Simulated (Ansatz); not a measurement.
# WSe2: the cost of one run

Program: Ansatz 0.2.0. Level of theory: DFT PBE, scalar-relativistic, plane waves, PAW. These are calculated values, not measurements.

1 further run of the same task is left out (it didn't finish).

### 1 The starting structure

Symmetry: P6_3/mmc, No. 194, hexagonal system. The conventional cell has a = 3.320 Å, b = 3.320 Å, c = 13.737 Å, α = 90.00°, β = 90.00°, γ = 120.00°. Around W (site symmetry -6m2) lie 6 Se at 2.54 Å. Se (site symmetry 3m) has 3 W at 2.54 Å as nearest neighbours.

As a file:

```
W Se
1.0
     3.31993    0.00000    0.00000
    -1.65997    2.87515    0.00000
     0.00000    0.00000   13.73719
W Se
2 4
Direct
  0.66667 0.33333 0.75000
  0.33333 0.66667 0.25000
  0.33333 0.66667 0.87100
  0.66667 0.33333 0.37100
  0.33333 0.66667 0.62900
  0.66667 0.33333 0.12900
```

Source of the structure: the Materials Project (structure only).

(A quick probe on a coarse mesh, which set the mesh and smearing, is not shown.)

### 3 The relaxation

Contents of input.yaml:

```yaml
crystal:
  lattice:
    - [3.3199329218, 0.0, 0.0]
    - [-1.6599664609, 2.8751462491, 0.0]
    - [0.0, 0.0, 13.7371873]
  atoms:
    - { symbol: W, position: [0.66666667, 0.33333333, 0.75] }
    - { symbol: W, position: [0.33333333, 0.66666667, 0.25] }
    - { symbol: Se, position: [0.33333333, 0.66666667, 0.87100079] }
    - { symbol: Se, position: [0.66666667, 0.33333333, 0.37100079] }
    - { symbol: Se, position: [0.33333333, 0.66666667, 0.62899921] }
    - { symbol: Se, position: [0.66666667, 0.33333333, 0.12899921] }
basis:
  ecutwfc: 420
kpoints:
  mp_grid: { grid: [12, 12, 2] }
hamiltonian:
  xc: pbe
scf:
  occupations: { method: gaussian, width: 0.02 }
output:
  forces: true
  stress: true
  eigenvalues: true
  write_density: true
  write_potential: true
  elf: true
  volumetric_format: npy
relax:
  adjacent_minimum: "off"
  f_tol: 0.005
  max_steps: 80
  cell: { stress_tol: 0.05 }
```

Command:

```console
ansatz run input.yaml --threads 2 --pin off --max-ram 5120MiB --backend cpu --events-out ev --progress --plain --runs-dir out
```

**Question.** How long does this run take on 2 threads of Arm Neoverse V1, shared host, and how much memory does it need?

About 85 s, with a peak of 0.57 GiB.
